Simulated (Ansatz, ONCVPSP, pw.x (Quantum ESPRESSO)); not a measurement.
## From atom to crystal: ONCV potential for Mg (Z = 12)

| Item | Value |
| --- | --- |
| Element | Mg |
| Generator | ONCVPSP 4.0.1.1 (patched build) |
| Type | optimised norm-conserving Vanderbilt (ONCV) |
| Functional | PBE |
| Relativity | scalar-relativistic |
| Frozen core | [Ne] |
| Valence charge | 2 |
| Reference configuration | 3s2 |
| Partial waves | 3s: rc 2.80 bohr, ncon 4, nbas 9, qcut 2.8 1/bohr, 2 projectors, debl 3.7 Ha; p scattering state at 0.36 Ha: rc 2.15 bohr, ncon 4, nbas 9, qcut 4.6 1/bohr, 2 projectors, debl 1.2 Ha; d scattering state at 0.03 Ha: rc 2.90 bohr, ncon 3, nbas 6, qcut 3.8 1/bohr, 2 projectors, debl 3.4 Ha |
| Local potential | polynomial inside 1.40 bohr (lpopt 5, dvloc0 6 Ha) |
| Core correction | polynomial model core, fcfact 0.65 |

Atomic tests: cutoffs needed: 2.7 Ha and 4.1 Ha (the cutoffs (Ha) at which the residual kinetic energy of the hardest occupied pseudo-wave falls to 1 and 0.1 mHa per electron) The cutoffs count occupied waves only; projector 2 of the s channel, the hardest unoccupied one, needs 38 Ha at the loose tolerance.; ghost test: no bound ghost flagged; GHOST(+) flagged for p at 447.4 eV; largest excitation error: -25 meV (all-electron minus pseudo) for 3s0 3p2, out of 4 test configurations.

Crystal test: fcc Mg in pw.x 7.5, no spin, 13³ k-points, Fermi–Dirac smearing 0.01 Ry, cutoffs 50/200 Ry. The reference is all-electron LAPW (Ansatz 0.2.0) with the same functional, mesh and smearing; V0 and B0 come from Birch–Murnaghan fits to the pressures at five volumes. Errors are pseudo minus all-electron; Δ is the rms difference of the E(V) curves that follow from these fits, minima aligned, over ±6 % about the mean V0. Mesh and smearing are coarse, so the numbers serve the comparison and aren't converged zero-temperature values; the lattice is a test structure that the element need not adopt.

All-electron: a0 = 4.524 Å (V0 = 23.15 Å³/atom), B0 = 35.0 GPa.

Question: How far does the potential miss the all-electron equation of state?

Answer: mean pressure error (GPa): -0.37; a0 (Å): 4.508; a0 error (%): -0.36; B0 error (%): +0.6; Δ (meV/atom): 1.9.

```tsv
V (Å³/atom)	P all-electron (GPa)	P pseudo (GPa)
22.038	1.91	1.47
22.618	0.86	0.46
23.198	-0.07	-0.43
23.778	-0.88	-1.22
24.358	-1.60	-1.91
```

Question: At the middle volume, how do free energy and pressure move when the wave cutoff is lowered (ecutrho kept at four times it)?

Answer:

```tsv
cutoff (Ry)	shift of F (meV/atom)	shift of P (GPa)
22	+3.3	+0.01
30	+1.0	+0.02
40	+0.6	+0.00
```

The run at the middle volume (84 k-points, 7 iterations) took about 5.7 s on one core of a shared host (Intel(R) Xeon(R) 6975P-C, 192 threads, 1512 GiB, load 44).
